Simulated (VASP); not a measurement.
## KBr: relaxation of cell and atoms with r2SCAN

The system is KBr.

```
Br K
1.0
     0.00000    3.30000    3.30000
     3.30000    0.00000    3.30000
     3.30000    3.30000    0.00000
Br K
1 1
Direct
  0.50000 0.50000 0.50000
  0.00000 0.00000 0.00000
```

```json
{
 "Program": "VASP 6.6.1",
 "Task": "relaxation of cell and atoms",
 "Functional": "r2SCAN",
 "Potentials or basis": "VASP PAW PBE potentials, release 64 (Br, K_sv)",
 "Cutoff": "600 eV",
 "k mesh": "7 × 7 × 7",
 "Occupations": "fermi-dirac, width 0.05 eV",
 "Spin": "no spin polarisation",
 "Further INCAR settings": "ALGO = Normal; EDIFF = 1e-06; IBRION = 2; EDIFFG = -0.005; NSW = 40; ISIF = 3"
}
```

- Relaxed volume: 36.08 Å³/atom
- Relaxed cell: a = 4.673 Å, b = 4.673 Å, c = 4.673 Å, α = 60.00°, β = 60.00°, γ = 60.00°
- Space group after relaxing (to 0.05 Å): Fm-3m (No. 225)
- Energy gained by relaxing: 0.0 meV/atom
- Ionic steps: 3
- Pressure after relaxing: 0.0 GPa
- Band gap on the k mesh: 5.07 eV, direct

Final structure:
```cif
data_structure
_symmetry_space_group_name_H-M 'P 1'
_symmetry_Int_Tables_number 1
_cell_length_a 4.6731
_cell_length_b 4.6731
_cell_length_c 4.6731
_cell_angle_alpha 60.000
_cell_angle_beta 60.000
_cell_angle_gamma 60.000
_cell_volume 72.16
loop_
_atom_site_label
_atom_site_type_symbol
_atom_site_fract_x
_atom_site_fract_y
_atom_site_fract_z
_atom_site_occupancy
Br1 Br 0.50000 0.50000 0.50000 1
K1 K 0.00000 0.00000 0.00000 1
```

Levels at points of the mesh, in eV from the valence-band top:
```tsv
k point	band 6	band 7	band 8	band 9	band 10	band 11
(0.00, 0.00, 0.00)	0.00	0.00	0.00	5.07	8.24	8.24
```

Wall time 4.4 min on 1 thread of Intel(R) Xeon(R) Platinum 8488C (Sapphire Rapids) (shared host), peak memory 0.27 GiB.

Caveat: the PAW data sets were made with another functional, which shifts forces and pressure a little; an odd mesh through Γ misses points on the zone boundary, where band edges often lie. Zero-point motion and thermal expansion aren't in these numbers.
